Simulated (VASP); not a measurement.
# Si (a cell with a defect) in VASP: a series of runs, part 2 of 2

VASP 6.6.1. The steps go on from the part before.

**4. Single point, PBE**

INCAR reads:

```
PREC = Accurate ; ENCUT = 520
EDIFF = 1E-6 ; ISMEAR = 1
SIGMA = 0.15 ; LREAL = Auto
LASPH = T ; NELM = 60
ALGO = Normal ; ISIF = 2
LWAVE = F ; LCHARG = F
GGA = PE ; NBANDS = 43
```

KPOINTS reads:

```
Automatic mesh
0
Gamma
  2 2 2
```

POSCAR reads:

```
Si
1.0
    0.0000000000      5.5086980000      5.5086980000
    5.5086980000      0.0000000000      5.5086980000
    5.5086980000      5.5086980000      0.0000000000
Si
15
Direct
   -0.0001708208      0.0066084581     -0.0020505753
    0.0639242703      0.3123991368      0.0615033716
   -0.0001498539      0.0064221164      0.4953663279
    0.1256791532      0.1257860750      0.6240559021
    0.1274724989      0.6181276411      0.1256286876
    0.0016866054      0.4989218868      0.4994915314
    0.1274824832      0.6179339474      0.6285576919
    0.4969168758      0.0068286553     -0.0020672762
    0.6259599818      0.1258594136      0.1237374966
    0.5010963571      0.0001574782      0.4991601464
    0.6259818563      0.1258179337      0.6240358430
    0.5013664753      0.4989922301     -0.0002375334
    0.6300142066      0.6183746141      0.1256118960
    0.5013740089      0.4989605529      0.4994859039
    0.6262576928      0.6246320818      0.6243541577
```

Command:

```
cat potpaw_PBE.64/Si/POTCAR > POTCAR
mpirun -np 1 vasp_std > vasp.out
```

It took 2.2 min on 1 thread of AMD EPYC 9R45 (Zen 5), shared host; peak memory 0.43 GiB.

The run converged. Its results:

| Item | Value |
| --- | --- |
| Free energy | -76.5268 eV |
| Pressure | -4.7 GPa |
| Largest force | 0.037 eV/Å |
| Band gap on the k mesh | none (metal or under the smearing width) |

Forces on the atoms (eV/Å):
```
Si   0.014  0.015  0.014
Si  -0.003  0.001  0.002
Si  -0.015 -0.012  0.012
Si   0.001 -0.002 -0.034
Si  -0.011 -0.016 -0.015
Si  -0.001  0.001  0.036
Si   0.017  0.013 -0.016
Si   0.015 -0.015 -0.016
Si  -0.037 -0.001  0.003
Si   0.013 -0.013  0.013
Si   0.001  0.035  0.003
Si   0.035  0.002 -0.001
Si  -0.011  0.012  0.013
Si  -0.003 -0.035 -0.001
Si  -0.015  0.014 -0.014
```

Stress tensor (GPa, compression positive):
```
-4.74  1.58 -1.58
 1.58 -4.74  1.58
-1.58  1.58 -4.74
```

Levels at points of the mesh, in eV from the Fermi level:
```tsv
k point	band 28	band 29	band 30	band 31	band 32	band 33
(0.00, 0.00, 0.00)	-0.51	-0.50	0.62	0.62	0.73	0.83
(0.50, 0.00, 0.00)	-1.12	-0.80	-0.71	0.89	1.06	1.26
(0.00, 0.50, 0.00)	-1.59	-0.04	-0.04	0.24	0.24	1.66
(0.00, 0.00, 0.50)	-1.12	-0.80	-0.71	0.89	1.06	1.26
(0.50, 0.50, 0.50)	-1.12	-0.80	-0.71	0.89	1.06	1.26
(0.50, 0.50, 0.00)	-1.61	-1.31	-0.54	-0.01	0.82	1.16
(0.00, 0.50, 0.50)	-1.61	-1.31	-0.54	-0.01	0.82	1.16
(0.50, 0.00, 0.50)	-1.61	-1.31	-0.54	-0.01	0.82	1.16
```

Caveat: the k mesh is coarse (spacing up to 0.49 Å⁻¹), so the values aren't converged.

**5. Single point, PBE**

INCAR reads:

```
PREC = Accurate ; ENCUT = 520
EDIFF = 1E-7 ; ISMEAR = 1
SIGMA = 0.15 ; LREAL = Auto
LASPH = True ; NELM = 100
ALGO = Normal ; ISIF = 2
LWAVE = False ; LCHARG = True
GGA = PE ; LELF = True
LVHAR = True ; NBANDS = 43
```

KPOINTS reads:

```
regular mesh
0
Gamma
  2 2 2
```

POSCAR reads:

```
Si
1.0
    0.0000000000      5.5086980000      5.5086980000
    5.5086980000      0.0000000000      5.5086980000
    5.5086980000      5.5086980000      0.0000000000
Si
15
Direct
   -0.0038332107     -0.0038373859     -0.0056303686
    0.0322548994      0.4066126878      0.0303154212
   -0.0038386566     -0.0039294222      0.5129562376
    0.1248382104      0.1315546795      0.6215780934
    0.1244542721      0.6137940399      0.1226572958
    0.0001419573      0.5058004632      0.4968012405
    0.1244702469      0.6137123509      0.6386957499
    0.5146226931     -0.0037415375     -0.0056639518
    0.6233753420      0.1316281089      0.1230021141
    0.5000993883      0.0029093082      0.4982608413
    0.6233846909      0.1315966132      0.6215485038
    0.4985928617      0.5058733479     -0.0016974065
    0.6404090404      0.6138842609      0.1226282508
    0.4986042981      0.5058464813      0.4967864457
    0.6250346271      0.6281110346      0.6231986215
```

Command:

```
cat potpaw_PBE.64/Si/POTCAR > POTCAR
mpirun -np 1 vasp_std > vasp.out
```

Run time: 2.5 min. Hardware: 1 thread of AMD EPYC 9R45 (Zen 5), shared host; peak memory 0.43 GiB.

Results (log left out):

```yaml
Free_energy: -77.2817 eV
Pressure: -3.8 GPa
Largest_force: 0.980 eV/Å
Band_gap_on_the_k_mesh: none (metal or under the smearing width)
```

Forces on the atoms (eV/Å):
```
Si  -0.177 -0.002 -0.178
Si   0.569 -0.566  0.563
Si   0.001  0.176 -0.178
Si  -0.007  0.007 -0.020
Si  -0.094 -0.012 -0.093
Si  -0.007  0.006  0.046
Si   0.012  0.092 -0.092
Si  -0.178  0.179  0.002
Si  -0.020  0.008 -0.008
Si  -0.010  0.009 -0.008
Si  -0.007  0.019 -0.007
Si   0.046  0.006 -0.005
Si  -0.095  0.095  0.012
Si  -0.006 -0.046 -0.005
Si  -0.029  0.029 -0.029
```

Stress tensor (GPa, compression positive):
```
-3.81  1.06 -1.06
 1.06 -3.81  1.06
-1.06  1.06 -3.81
```

Levels at points of the mesh, in eV from the Fermi level:
| k point | band 28 | band 29 | band 30 | band 31 | band 32 | band 33 |
| --- | --- | --- | --- | --- | --- | --- |
| (0.00, 0.00, 0.00) | -0.93 | -0.93 | 0.19 | 0.26 | 0.26 | 0.42 |
| (0.50, 0.00, 0.00) | -1.51 | -1.30 | -1.23 | 0.30 | 0.58 | 0.92 |
| (0.00, 0.50, 0.00) | -2.08 | -1.01 | -1.01 | 0.31 | 0.31 | 1.06 |
| (0.00, 0.00, 0.50) | -1.51 | -1.30 | -1.23 | 0.30 | 0.58 | 0.92 |
| (0.50, 0.50, 0.50) | -1.51 | -1.30 | -1.23 | 0.30 | 0.58 | 0.92 |
| (0.50, 0.50, 0.00) | -1.89 | -1.78 | -1.54 | 0.02 | 0.14 | 0.82 |
| (0.00, 0.50, 0.50) | -1.89 | -1.78 | -1.54 | 0.02 | 0.14 | 0.82 |
| (0.50, 0.00, 0.50) | -1.89 | -1.78 | -1.54 | 0.02 | 0.14 | 0.82 |

Caveat: the k mesh is coarse (spacing up to 0.49 Å⁻¹), so the values aren't converged.

**6. Single point, PBE**

INCAR reads:

```
SYSTEM = Si
PREC = Accurate
ENCUT = 520
EDIFF = 1E-6
ISMEAR = 1
SIGMA = 0.15
LREAL = Auto
LASPH = .TRUE.
NELM = 80
ALGO = Normal
ISIF = 2
LWAVE = .FALSE.
LCHARG = .TRUE.
GGA = PE
LELF = .TRUE.
LVHAR = .TRUE.
NBANDS = 43
```

KPOINTS reads:

```
Automatic mesh
0
G
  2 2 2
  0 0 0
```

POSCAR reads:

```
Si
1.0
    0.0000000000      5.5086980000      5.5086980000
    5.5086980000      0.0000000000      5.5086980000
    5.5086980000      5.5086980000      0.0000000000
Si
15
Direct
    0.0004183384     -0.0006697590     -0.0013561281
    0.0004225136      0.5017289929     -0.0012822449
    0.0003671466     -0.0007583462      0.5010682197
    0.1264104513      0.1253154557      0.6238076584
    0.1264451237      0.6245181711      0.1247167661
    0.0008718939      0.4999342857      0.4993361408
    0.1264106328      0.6244366636      0.6239075005
    0.5031075401     -0.0006939026     -0.0014047784
    0.6256003687      0.1254055859      0.1247606059
    0.5010230185     -0.0002789225      0.4993939584
    0.6255420065      0.1254011383      0.6238187318
    0.5010602324      0.5000344001     -0.0009164598
    0.6255732298      0.6244942090      0.1247441773
    0.5010227462      0.5000286819      0.4993733546
    0.6260537426      0.6249110044      0.6242732856
```

Potentials or basis: VASP PAW PBE potentials, release 64 (Si).

Command:

```
cat potpaw_PBE.64/Si/POTCAR > POTCAR
mpirun -np 1 vasp_std > vasp.out
```

Run time: 2.1 min. Hardware: 1 thread of AMD EPYC 9R45 (Zen 5), shared host; peak memory 0.43 GiB.

The run converged. Its results:

```
Free energy            : -77.5377 eV
Pressure               : -2.7 GPa
Largest force          : 0.031 eV/Å
Band gap on the k mesh : none (metal or under the smearing width)
```

Forces in eV/Å, atoms in the order of the input:
```
Si   0.020  0.017  0.015
Si  -0.017  0.015 -0.019
Si  -0.014 -0.017  0.017
Si   0.000  0.000 -0.024
Si   0.000 -0.024  0.000
Si  -0.007  0.007  0.007
Si   0.023  0.000  0.001
Si   0.017 -0.017 -0.020
Si  -0.025  0.000  0.002
Si   0.006 -0.007  0.009
Si  -0.001  0.024  0.001
Si   0.007  0.008 -0.007
Si  -0.001  0.000  0.025
Si  -0.009 -0.006 -0.007
Si   0.000 -0.001  0.000
```

Levels at points of the mesh, in eV from the Fermi level:
```tsv
k point	band 27	band 28	band 29	band 30	band 31	band 32	band 33	band 34
(0.00, 0.00, 0.00)	-1.21	-1.21	-1.21	0.15	0.18	0.18	0.18	0.27
(0.50, 0.00, 0.00)	-2.22	-1.49	-1.49	-1.39	0.39	0.39	0.81	0.81
(0.00, 0.50, 0.00)	-2.22	-1.49	-1.49	-1.39	0.39	0.39	0.81	0.81
(0.00, 0.00, 0.50)	-2.22	-1.49	-1.49	-1.39	0.39	0.39	0.81	0.81
(0.50, 0.50, 0.50)	-2.22	-1.49	-1.49	-1.39	0.39	0.39	0.81	0.81
(0.50, 0.50, 0.00)	-2.30	-2.06	-1.98	-1.61	0.06	0.06	0.59	0.70
(0.00, 0.50, 0.50)	-2.30	-2.06	-1.98	-1.61	0.06	0.06	0.59	0.70
(0.50, 0.00, 0.50)	-2.30	-2.06	-1.98	-1.61	0.06	0.06	0.59	0.70
```

Caveat: the k mesh is coarse (spacing up to 0.49 Å⁻¹), so the values aren't converged.
